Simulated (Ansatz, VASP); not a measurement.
## Cross-check of SiC (SiC (P6_3mc)) between VASP and Ansatz

Wanted: the spread between two codes on one cell, functional and k mesh. The cell is taken from a series of runs on this material, whose earlier steps may have relaxed, scaled, displaced or heated it; both programs get it as it stands.

Calculated with Ansatz 0.2.0; plane waves, with VASP 6.6.1 beside it; relaxation of cell and atoms at r2SCAN.

### Step 1. Starting point

It takes space group P6_3mc (No. 186, hexagonal). The conventional cell has a = 3.073 Å, b = 3.073 Å, c = 10.053 Å, α = 90.00°, β = 90.00°, γ = 120.00°. Si has 4 C at 1.88 Å nearest. Nearest to C lie 4 Si at 1.88 to 1.89 Å. C has 4 Si at 1.88 Å nearest. Farther neighbours are not listed.

### Step 2. VASP: relaxation of cell and atoms, r2SCAN

The relaxed volume is the usual yardstick between codes: in a stiff, nearly cubic crystal its relative difference is about their pressure difference at one cell divided by the bulk modulus.

Lines of VASP's logs that name or quote its potential files are left out, and so is its time.

Input file INCAR:

```
SYSTEM = SiC
PREC = Accurate
ENCUT = 660
EDIFF = 1E-07
NELM = 120
ISMEAR = 0
SIGMA = 0.01
LREAL = .FALSE.
ALGO = Normal
METAGGA = R2SCAN
LASPH = .TRUE.
NBANDS = 24
LORBIT = 11
LWAVE = .FALSE.
LCHARG = .FALSE.
ISIF = 3
IBRION = 2
NSW = 80
EDIFFG = -0.005
GGA_COMPAT = .FALSE.
NELMIN = 4
EFERMI = MIDGAP
LMIXTAU = .TRUE.
KPAR = 2
```

Input file POSCAR:

```
SiC
1.0
    3.0730000000      0.0000000000      0.0000000000
   -1.5365000000      2.6612960000      0.0000000000
    0.0000000000      0.0000000000     10.0530000000
Si C
4 4
Direct
    0.0000000000      0.0000000000      0.5000000000
    0.3333332707      0.6666665414      0.2500000000
    0.6666667293      0.3333334586      0.7500000000
    0.0000000000      0.0000000000      0.9999800060
    0.0000000000      0.0000000000      0.1875000497
    0.0000000000      0.0000000000      0.6875000497
    0.3333332707      0.6666665414      0.4375000497
    0.6666667293      0.3333334586      0.9375000497
```

Input file KPOINTS:

```
Automatic mesh
0
Gamma
10 10 3
0 0 0
```

PAW data sets: Si and C (PBE family, release 64).

Started as:

```bash
> mpirun -np 2 vasp_std
```

Numbers of over 12 decimals in the logs are rounded to 6 here.

What it wrote:

```text
[banner, memory and clock lines left out]
running    2 mpi-ranks, on    1 nodes
 distrk:  each k-point on    1 cores,    2 groups
 distr:  one band on    1 cores,    1 groups

 POSCAR found type information on POSCAR SiC
 POSCAR found :  2 types and       8 ions
|                                                                             |
|               ----> ADVICE to this user running VASP <----                  |
|                                                                             |
|     You enforced a specific xc type in the INCAR file but a different       |
|     [... a line on the potential file left out ...]
|     I HOPE YOU KNOW WHAT YOU ARE DOING!                                     |
|                                                                             |

 LDA part: xc-table for (None), standard interpolation
 POSCAR, INCAR and KPOINTS ok, starting setup
 FFT: planning ... GRIDC
 FFT: planning ... GRID_SOFT
 FFT: planning ... GRID
 WAVECAR not read
 entering main loop
       N       E                     dE             d eps       ncg     rms          rms(c)
DAV:   1     0.811404958638E+02    0.81140E+02   -0.17447E+04  1728   0.149E+03
DAV:   2    -0.809315365405E+02   -0.16207E+03   -0.15034E+03  2360   0.233E+02
DAV:   3    -0.892456122111E+02   -0.83141E+01   -0.82510E+01  2288   0.502E+01
DAV:   4    -0.893564983657E+02   -0.11089E+00   -0.11078E+00  2216   0.674E+00
DAV:   5    -0.893585855844E+02   -0.20872E-02   -0.20867E-02  2296   0.884E-01    0.185E+01
DAV:   6    -0.810358452108E+02    0.83227E+01   -0.20411E+01  2176   0.215E+01    0.106E+01
DAV:   7    -0.767559188910E+02    0.42799E+01   -0.15391E+00  2256   0.786E+00    0.418E+00
DAV:   8    -0.773230051087E+02   -0.56709E+00   -0.10373E+00  2128   0.715E+00    0.254E+00
DAV:   9    -0.768441504234E+02    0.47885E+00   -0.28307E-01  2032   0.459E+00    0.110E+00
DAV:  10    -0.773011212644E+02   -0.45697E+00   -0.23093E-01  1944   0.414E+00    0.612E-01
DAV:  11    -0.773092715394E+02   -0.81503E-02   -0.27568E-02  2096   0.157E+00    0.204E-01
DAV:  12    -0.773204842361E+02   -0.11213E-01   -0.11542E-02  2080   0.964E-01    0.191E-01
DAV:  13    -0.773217977664E+02   -0.13135E-02   -0.46115E-04  2168   0.181E-01    0.118E-01
DAV:  14    -0.773223516317E+02   -0.55387E-03   -0.33547E-04  2200   0.122E-01    0.215E-02
DAV:  15    -0.773236125967E+02   -0.12610E-02   -0.62928E-04  1944   0.230E-01    0.129E-02
DAV:  16    -0.773236067593E+02    0.58374E-05   -0.26047E-05  2288   0.416E-02    0.125E-02
DAV:  17    -0.773236938504E+02   -0.87091E-04   -0.14592E-05  2056   0.368E-02    0.125E-02
DAV:  18    -0.773237460375E+02   -0.52187E-04   -0.10713E-05  1984   0.290E-02    0.523E-03
DAV:  19    -0.773237452450E+02    0.79250E-06   -0.38336E-06  2224   0.143E-02    0.242E-03
DAV:  20    -0.773237469579E+02   -0.17130E-05   -0.25844E-07  1824   0.441E-03    0.149E-03
DAV:  21    -0.773237467770E+02    0.18089E-06   -0.63332E-08  1224   0.173E-03    0.738E-04
DAV:  22    -0.773237471172E+02   -0.34020E-06   -0.65600E-08  1144   0.151E-03    0.331E-04
DAV:  23    -0.773237469315E+02    0.18578E-06   -0.37012E-08  1128   0.192E-03    0.140E-04
DAV:  24    -0.773237470141E+02   -0.82655E-07   -0.48621E-09  1104   0.528E-04
   1 F= -.77323747E+02 E0= -.77323747E+02  d E =-.773237E+02
[...]
2 F= -.77323754E+02 E0= -.77323754E+02  d E =-.698288E-05
[...]
3 F= -.77325483E+02 E0= -.77325483E+02  d E =-.173616E-02
[...]
4 F= -.77325517E+02 E0= -.77325517E+02  d E =-.334715E-04
 trial-energy change:   -0.000033  1 .order   -0.000033   -0.000162    0.000095
 step:   0.5664(harm=  0.5664)  dis= 0.00059  next Energy=   -77.325534 (dE=-0.510E-04)
 bond charge predicted
       N       E                     dE             d eps       ncg     rms          rms(c)
DAV:   1    -0.773255369975E+02   -0.20442E-04   -0.19969E-03  1984   0.287E-01    0.184E-02
DAV:   2    -0.773255349311E+02    0.20665E-05   -0.38135E-05  2304   0.389E-02    0.765E-03
DAV:   3    -0.773255339500E+02    0.98110E-06   -0.39779E-06  2176   0.149E-02    0.353E-03
DAV:   4    -0.773255335215E+02    0.42849E-06   -0.24032E-06  2248   0.104E-02    0.192E-03
DAV:   5    -0.773255341924E+02   -0.67095E-06   -0.55703E-07  2112   0.602E-03    0.724E-04
DAV:   6    -0.773255342292E+02   -0.36742E-07   -0.45911E-08  1296   0.156E-03
   5 F= -.77325534E+02 E0= -.77325534E+02  d E =-.510540E-04
 curvature:  -0.29 expect dE=-0.909E-06 dE for cont linesearch -0.221E-08
 trial: gam= 0.00942 g(F)=  0.153E-05 g(S)=  0.159E-05 ort = 0.119E-05 (trialstep = 0.833E+00)
 search vector abs. value=  0.316E-05
 reached required accuracy - stopping structural energy minimisation
```

OUTCAR, selected parts (step 2):

```text
ion  position               nearest neighbor table
   1  0.000  0.000  0.500-   7 1.88   7 1.88   7 1.88   6 1.88   3 3.08   2 3.08   2 3.08   3 3.08
                             3 3.08   2 3.08
   2  0.333  0.667  0.250-   5 1.88   5 1.88   5 1.88   7 1.88   1 3.08   1 3.08   1 3.08   4 3.08
                             4 3.08   4 3.08
   3  0.667  0.333  0.750-   6 1.88   6 1.88   6 1.88   8 1.88   4 3.08   4 3.08   4 3.08   1 3.08
                             1 3.08   1 3.08
   4  0.000  0.000  1.000-   8 1.88   8 1.88   8 1.88   5 1.89   3 3.08   3 3.08   3 3.08   2 3.08
                             2 3.08   2 3.08
   5  0.000  0.000  0.188-   2 1.88   2 1.88   2 1.88   4 1.89
   6  0.000  0.000  0.688-   3 1.88   3 1.88   3 1.88   1 1.88
   7  0.333  0.667  0.438-   1 1.88   1 1.88   1 1.88   2 1.88
   8  0.667  0.333  0.938-   4 1.88   4 1.88   4 1.88   3 1.88

  LATTYP: Found a hexagonal cell.
 ALAT       =     3.0730000000
 C/A-ratio  =     3.2713960299

 Subroutine GETGRP returns: Found  6 space group operations
 (whereof  6 operations were pure point group operations)

The static configuration has the point symmetry C_3v.

 Found     36 irreducible k-points:

   k-points           NKPTS =     36   k-points in BZ     NKDIM =     36   number of bands    NBANDS=     24

   dimension x,y,z NGX =    28 NGY =   28 NGZ =   84
   dimension x,y,z NGXF=    56 NGYF=   56 NGZF=  168

   ENCUT  =  660.0 eV  48.51 Ry    6.96 a.u.   6.44  6.44 21.06*2*pi/ulx,y,z

   NELECT =      32.0000    total number of electrons

 k-points in reciprocal lattice and weights: Automatic mesh
   0.00000000  0.00000000  0.00000000       0.003
   0.10000000  0.00000000  0.00000000       0.020
   0.20000000  0.00000000  0.00000000       0.020
   0.30000000  0.00000000  0.00000000       0.020
   0.40000000  0.00000000  0.00000000       0.020
   0.50000000  0.00000000  0.00000000       0.010
   0.10000000  0.10000000  0.00000000       0.020
   0.20000000  0.10000000  0.00000000       0.040
   0.30000000  0.10000000  0.00000000       0.040
[...]
0.40000000  0.20000000  0.33333333       0.040
   0.30000000  0.30000000  0.33333333       0.040

 average (electrostatic) potential at core
       1 -83.2699       2 -83.3101       3 -83.3102       4 -83.2700       5 -46.6678
       6 -46.6679       7 -46.6050       8 -46.6050

 E-fermi :   9.3919

 k-point     1 :       0.0000    0.0000    0.0000
  band No.  band energies     occupation
    ...
     12       7.4732      2.00000
     13       7.4732      2.00000
     14       8.0332      2.00000
     15       8.0862      2.00000
     16       8.0862      2.00000
     17      13.7682      0.00000
     18      14.3605      0.00000
     19      14.9986      0.00000
     20      15.0137      0.00000
     21      15.6098      0.00000
    ...

 k-point     2 :       0.1000    0.0000    0.0000
  band No.  band energies     occupation
    ...
     12       7.1200      2.00000
     13       7.2209      2.00000
     14       7.4234      2.00000
     15       7.9113      2.00000
     16       8.0039      2.00000
     17      14.0846      0.00000
     18      14.6887      0.00000
     19      14.7926      0.00000
     20      15.2850      0.00000
     21      15.5363      0.00000
    ...

 k-point     3 :       0.2000    0.0000    0.0000
  band No.  band energies     occupation
    ...
     12       5.9803      2.00000
     13       6.6200      2.00000
     14       6.6720      2.00000
     15       7.5257      2.00000
     16       7.7068      2.00000
     17      12.9511      0.00000
     18      13.6211      0.00000
     19      14.0950      0.00000
     20      15.3126      0.00000
     21      15.7653      0.00000
    ...

  Total       -0.0107555     -0.0107555     -0.0057270      0.0000000      0.0000000      0.0000000
  in kB       -0.2088412     -0.2088412     -0.1112015      0.0000000      0.0000000      0.0000000
  external PRESSURE =      -0.1762946 kB  Pullay stress =       0.0000000 kB

  energy-cutoff  :      660.00
  volume of cell :       82.51
      direct lattice vectors                 reciprocal lattice vectors
     3.075849392  0.000000000  0.000000000     0.325113448  0.187704341  0.000000000
    -1.537924696  2.663763645  0.000000000    -0.000000000  0.375408682  0.000000000
     0.000000000  0.000000000 10.070808600     0.000000000 -0.000000000  0.099296893

 POSITION                                       TOTAL-FORCE (eV/Angst)
 -----------------------------------------------------------------------------------
      0.00000      0.00000      5.03400         0.000000      0.000000     -0.001496
      0.00000      1.77584      2.51683         0.000000      0.000000     -0.002571
      1.53792      0.88792      7.55224         0.000000      0.000000     -0.002596
      0.00000      0.00000     10.06935        -0.000000      0.000000     -0.000501
      0.00000      0.00000      1.88607         0.000000      0.000000      0.000955
      0.00000      0.00000      6.92150        -0.000000     -0.000000      0.000885
      0.00000      1.77584      4.41039        -0.000000     -0.000000      0.002609
      1.53792      0.88792      9.44576        -0.000000      0.000000      0.002716
 -----------------------------------------------------------------------------------
    total drift:                               -0.000000     -0.000000     -0.000720

  FREE ENERGIE OF THE ION-ELECTRON SYSTEM (eV)
  ---------------------------------------------------
  free  energy   TOTEN  =       -77.3255342292 eV

  energy  without entropy=      -77.3255342292  energy(sigma->0) =      -77.32553423

 reached required accuracy - stopping structural energy minimisation

 total charge
# of ion       s       p       d       tot
------------------------------------------
    1        0.703   0.979   0.000   1.682
    2        0.702   0.981   0.000   1.683
    3        0.702   0.981   0.000   1.683
    4        0.703   0.979   0.000   1.682
    5        0.849   1.717   0.000   2.567
    6        0.849   1.718   0.000   2.567
    7        0.849   1.720   0.000   2.569
    8        0.849   1.720   0.000   2.569
--------------------------------------------------
tot          6.206  10.795   0.000  17.001

[... 3 further parts left out ...]
```

CONTCAR:

```
SiC
   1.00000000000000
     3.0758493916803946    0.0000000000000000    0.0000000000000000
    -1.5379246958401973    2.6637636453974203    0.0000000000000000
     0.0000000000000000    0.0000000000000000   10.0708086001311798
  Si              C
     4     4
Direct
     0.0000000000000000    0.0000000000000000    0.4998603904548077
     0.3333332707000025    0.6666665413999979    0.2499134170829678
     0.6666667292999975    0.3333334586000021    0.7499135636588645
     0.0000000000000000    0.0000000000000000    0.9998554971419706
     0.0000000000000000    0.0000000000000000    0.1872811654126071
     0.0000000000000000    0.0000000000000000    0.6872834767698283
     0.3333332707000025    0.6666665413999979    0.4379377230849972
     0.6666667292999975    0.3333334586000021    0.9379349711939530
```

(Continued in part 2 of 2.)

[Lines on the potential files, build, host, timing and source positions are cut from VASP's logs without a mark.]

[Logs are printed without paths, hosts, clocks, repeated set-up lines and the standing remarks that a program may print on its own settings, such as how far it seeks lower states.]

[Hosts, paths, dates, database ids (printed as entryN), source tags and the programs' standing remarks are cut or masked in the printed files.]
